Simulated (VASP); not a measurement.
# Settings for Hg: relaxation of the cell

Hg, I4_1/amd (no. 141), 2 atoms in the cell. PBEsol; PAW potentials Hg (PBE set). VASP 6.6.1. The cell is changed on purpose: volume scaled by 1.1.

Wanted: cell volume within 0.2 %; lattice lengths within 0.1 %; shortest distances from each atom, periodic images included within 0.005 Å.

What the run is for: cell; Accuracy asked: standard.

The series start from Plane-wave cutoff (eV): 350; Smearing width (eV): 0.1; k-point mesh: 10 × 10 × 10; Relaxation passes: 2; Ionic threshold (EDIFFG): -0.005; Electronic threshold (eV): 1e-6; Precision mode (PREC): Accurate; Relaxation algorithm: IBRION=2 POTIM=0.5. Each series keeps the choices made before it, and each single choice may use up half of a tolerance. Times cover all steps of a run.

## Plane-wave cutoff (eV)

| Plane-wave cutoff (eV) | Cell volume (Å³) | Lattice lengths, largest deviation against the largest value | Shortest distances from each atom, periodic images included, largest deviation (Å) | Time (s) |
|---|---|---|---|---|
| 240 | 49.31 | 0.59 % | 0.0173 | 43 |
| 270 | 50.14 | 0.077 % | 0.0025 | 62 |
| 310 | 49.25 | 0.57 % | 0.0161 | 71 |
| 350 | 49.53 | 0.42 % | 0.0122 | 74 |
| 410 | 50.19 | 0.018 % | 0.0004 | 54 |
| 490 | 50.14 | 0.071 % | 0.0022 | 85 |
| 610 (reference) | 50.23 | 0 % | 0.0000 | 104 |

Chosen: 610; the next looser run is off by more than half of the tolerance, so convergence isn't shown beyond this value.

## Smearing width (eV)

| Smearing width (eV) | Cell volume (Å³) | Lattice lengths, largest deviation against the largest value | Shortest distances from each atom, periodic images included, largest deviation (Å) | Time (s) |
|---|---|---|---|---|
| 0.4 | 50.26 | 0.18 % | 0.0064 | 106 |
| 0.3 | 50.26 | 0.18 % | 0.0063 | 95 |
| 0.2 | 50.26 | 0.035 % | 0.0010 | 117 |
| 0.15 | 50.22 | 0.071 % | 0.0025 | 129 |
| 0.1 | 50.23 | 0.0081 % | 0.0001 | 104 |
| 0.05 (reference) | 50.19 | 0 % | 0.0000 | 258 |

Chosen: 0.1, the loosest value from which every tighter one stays within half of the tolerance.

## k-point mesh

| k-point mesh | Cell volume (Å³) | Lattice lengths, largest deviation against the largest value | Shortest distances from each atom, periodic images included, largest deviation (Å) | Time (s) |
|---|---|---|---|---|
| 4 × 4 × 4 | 51.51 | 2.2 % | 0.0935 | 73 |
| 5 × 5 × 5 | 51.13 | 3.2 % | 0.1894 | 107 |
| 7 × 7 × 7 | 49.88 | 1 % | 0.0369 | 104 |
| 8 × 8 × 8 | 49.67 | 0.13 % | 0.0203 | 133 |
| 10 × 10 × 10 | 50.23 | 0.41 % | 0.0158 | 104 |
| 13 × 13 × 13 (reference) | 50.16 | 0 % | 0.0000 | 280 |

Chosen: 13 × 13 × 13; the next looser run is off by more than half of the tolerance, so convergence isn't shown beyond this value.

## Relaxation passes

| Relaxation passes | Cell volume (Å³) | Lattice lengths, largest deviation against the largest value | Shortest distances from each atom, periodic images included, largest deviation (Å) | Time (s) |
|---|---|---|---|---|
| 1 | 50.16 | 0 % | 0.0000 | 256 |
| 2 | 50.16 | 0 % | 0.0000 | 280 |
| 3 (reference) | 50.16 | 0 % | 0.0000 | 262 |

Chosen: 1.

## Ionic threshold (EDIFFG)

| Ionic threshold (EDIFFG) | Cell volume (Å³) | Lattice lengths, largest deviation against the largest value | Shortest distances from each atom, periodic images included, largest deviation (Å) | Time (s) |
|---|---|---|---|---|
| -0.05 | 50.28 | 0.05 % | 0.0025 | 112 |
| -0.02 | 50.24 | 0.032 % | 0.0008 | 142 |
| -0.01 | 50.23 | 0.062 % | 0.0020 | 167 |
| -0.005 | 50.16 | 0 % | 0.0000 | 256 |
| -0.002 (reference) | 50.16 | 0 % | 0.0000 | 187 |

Chosen: -0.005.

## Electronic threshold (eV)

| Electronic threshold (eV) | Cell volume (Å³) | Lattice lengths, largest deviation against the largest value | Shortest distances from each atom, periodic images included, largest deviation (Å) | Time (s) |
|---|---|---|---|---|
| 0.0001 | 50.17 | 0.011 % | 0.0003 | 290 |
| 1e-5 | 50.17 | 0.005 % | 0.0001 | 202 |
| 1e-6 | 50.16 | 0.0078 % | 0.0003 | 256 |
| 1e-7 (reference) | 50.16 | 0 % | 0.0000 | 209 |

Chosen: 0.0001.

## Precision mode (PREC)

| Precision mode (PREC) | Cell volume (Å³) | Lattice lengths, largest deviation against the largest value | Shortest distances from each atom, periodic images included, largest deviation (Å) | Time (s) |
|---|---|---|---|---|
| Normal | 50.17 | 0.0016 % | 0.0001 | 112 |
| Accurate (reference) | 50.17 | 0 % | 0.0000 | 290 |

Chosen: Normal.

## Relaxation algorithm

| Relaxation algorithm | Cell volume (Å³) | Lattice lengths, largest deviation against the largest value | Shortest distances from each atom, periodic images included, largest deviation (Å) | Time (s) |
|---|---|---|---|---|
| IBRION=2 POTIM=0.5 | 50.17 | 0 % | 0.0000 | 112 |
| IBRION=2 POTIM=0.2 | 50.18 | 0.0044 % | 0.0001 | 128 |
| IBRION=1 POTIM=0.5 | 50.12 | 0.048 % | 0.0015 | 122 |
| IBRION=1 POTIM=0.2 | 49.95 | 0.17 % | 0.0051 | 270 |

Chosen: IBRION=2 POTIM=0.5; no other choice that stays within half of the tolerance saves 30 % of the time.

## All choices together

| Input | Cell volume (Å³) | Lattice lengths, largest deviation against the largest value | Shortest distances from each atom, periodic images included, largest deviation (Å) | Time (s) |
|---|---|---|---|---|
| the program's defaults (naive) | 48.88 | 1.4 % | 0.2072 | 6.4 |
| chosen settings | 50.17 | 0.024 % | 0.0008 | 112 |
| reference settings throughout | 50.14 | 0 % | 0.0000 | 353 |

The chosen settings stay within the tolerance of the reference run, but the reference itself isn't shown to be converged in: Plane-wave cutoff (eV), k-point mesh.

Values of the reference run: Lattice lengths: 4.357, 4.357, 4.357 Å; Shortest distances from each atom, periodic images included: 2.988, 2.988, 2.988, 2.988, 2.988, 2.988, 2.988, 2.988 Å.

## The input

INCAR.step1:
```
SYSTEM = Hg
  GGA = PS
  ISMEAR = 1
  SIGMA = 0.1
  LWAVE = .False.
  LCHARG = .False.
  NSW = 80
  PREC = Normal
  LASPH = .True.
  LREAL = .False.
  ALGO = Normal
  EDIFF = 1E-4
  NELM = 120
  GGA_COMPAT = .False.
  IBRION = 2
  ISIF = 3
  EDIFFG = -0.005
  NELMIN = 4
  ENCUT = 610
  KPAR = 8
  POTIM = 0.5
```

INCAR.step2, as INCAR.step1 but for:
```
- NSW = 80
- IBRION = 2
- ISIF = 3
- EDIFFG = -0.005
- NELMIN = 4
- POTIM = 0.5
+ ISIF = 2
```

KPOINTS:
```
Automatic mesh
0
Gamma
  13 13 13
  0 0 0
```

POSCAR.step1:
```
Hg
1.0
   -3.0243269419      3.0243269419      1.6233147279
    3.0243269419     -3.0243269419      1.6233147279
    3.0243269419      3.0243269419     -1.6233147279
Hg
2
Direct
    0.0000000000      0.0000000000      0.0000000000
    0.7500000000      0.2500000000      0.5000000000
```

Commands (each step's output is kept before the next begins):
```
cat potpaw_PBE.64/Hg/POTCAR > POTCAR
cp INCAR.step1 INCAR
cp POSCAR.step1 POSCAR
mpirun -np 8 vasp_std > vasp.out
cp CONTCAR POSCAR
cp INCAR.step2 INCAR
mpirun -np 8 vasp_std > vasp.out
```

The chosen input took VASP 6.6.1 112 s on 8 cores (AMD EPYC 9R45 (Zen 5)), a shared host.

## An input that fails: cell relaxed at a low cutoff

VASP's message: Orbital orthonormalization failed in the inversion of matrix LAPACK: Routine ZPOTRF failed! kpoint: 1 spin: 1 Possible solutions for this issue are: - Please check whether the atoms are too close to each other. - Decreasing POTIM might help during relaxations or MDs. - Deleting CHGCAR or WAVECAR if incompatible with the structure. - Try calculating without symmetrizing (ISYM = 0 or ISYM = -1). ….

Changes against the starting input:
```
(all steps)
- PREC = Accurate
- NELM = 120
- ENCUT = 350
+ PREC = Low
+ NELM = 62
+ ENCUT = 160
```
